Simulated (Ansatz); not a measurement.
## MgS: rattling a relaxed structure

The structure comes from a generated guess, relaxed at this level; another structure or a mixture of phases may lie lower.

Computed with DFT PBE, scalar-relativistic, plane waves, PAW (Ansatz). Plane waves to 420 eV, a k mesh through Γ of 6×6×2 on the computed 8-atom cell and Gaussian smearing (0.02 eV); no spin polarisation.

The cell below (8 atoms, space group P6_3mc (No. 186)) is relaxed within its symmetry.

```yaml
crystal:
  lattice:
    - [4.04052, 0.00000, 0.00000]
    - [-2.02026, 3.49919, 0.00000]
    - [0.00000, 0.00000, 13.08003]
  atoms:
    - { symbol: Mg, position: [0.00000, 0.00000, 0.09486] }
    - { symbol: Mg, position: [0.00000, 0.00000, 0.59486] }
    - { symbol: Mg, position: [0.33333, 0.66667, 0.34395] }
    - { symbol: Mg, position: [0.66667, 0.33333, 0.84395] }
    - { symbol: S, position: [0.00000, 0.00000, 0.40573] }
    - { symbol: S, position: [0.00000, 0.00000, 0.90573] }
    - { symbol: S, position: [0.33333, 0.66667, 0.15546] }
    - { symbol: S, position: [0.66667, 0.33333, 0.65546] }
```

For the test it was strained at random (σ = 1.5 % a component), the atoms were moved at random (σ = 0.10 Å), and all was relaxed again on a coarse 6×6×1 mesh (in the run’s order of axes) with 0.10 eV smearing, with no symmetry imposed.

Q: Is the structure stable against such a distortion?

A: It returns, within 1 meV/atom of the unmoved cell on that mesh and with the same symmetry when read at 0.1 Å (Cc at 0.01 Å, so small strains and shifts remain). No instability shows in this cell; modes of other wave vectors, which need another repeat, aren't tested.
